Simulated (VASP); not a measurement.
Set up this calculation in VASP 6.6.1, as the native input.

```yaml
Task: relaxation of cell and atoms
Functional: PBE
Dispersion: D3(BJ)
Potentials_or_basis: VASP PAW PBE potentials, release 64 (Au)
Cutoff: 600 eV
k_mesh: 16 × 16 × 16
Occupations: methfessel-paxton, width 0.1 eV
Spin: no spin polarisation
Further_INCAR_settings: ALGO = Normal; EDIFF = 1e-06; IBRION = 2; EDIFFG = -0.01; NSW = 90; ISIF = 3
```

The structure of Au lies in POSCAR:

```
Au
1.0
    0.0000000000      2.0350000000      2.0350000000
    2.0350000000      0.0000000000      2.0350000000
    2.0350000000      2.0350000000      0.0000000000
Au
1
Direct
    0.0000000000      0.0000000000      0.0000000000
```

One way to write it, as run:

INCAR

```
PREC = Accurate
ENCUT = 600
EDIFF = 1E-6
ISMEAR = 1
SIGMA = 0.1
LREAL = F
LASPH = T
NELM = 80
ALGO = Normal
ISIF = 3
LWAVE = F
LCHARG = F
GGA = PE
IVDW = 12
IBRION = 2
NSW = 90
EDIFFG = -0.01
```

KPOINTS

```
regular mesh
0
Gamma
  16 16 16
```

Potentials or basis: VASP PAW PBE potentials, release 64 (Au).

Run with:

```console
$ cat potpaw_PBE.64/Au/POTCAR > POTCAR
$ mpirun -np 1 vasp_std > vasp.out
```

Results of the run:

- Relaxed volume: 17.25 Å³/atom
- Relaxed cell: a = 2.900 Å, b = 2.900 Å, c = 2.900 Å, α = 60.00°, β = 60.00°, γ = 60.00°
- Space group after relaxing (to 0.05 Å): Fm-3m (No. 225)
- Energy gained by relaxing: 4.7 meV/atom
- Ionic steps: 3
- Pressure after relaxing: 0.0 GPa
- Band gap on the k mesh: none (metal or under the smearing width)
- Dispersion energy per atom: -0.657 eV

Caveat: pairwise dispersion overbinds metals, which lowers pressure and volume.

Wall time 28 s on 1 thread of Intel(R) Xeon(R) Platinum 8488C (Sapphire Rapids), with other jobs on the host, peak memory 0.17 GiB.
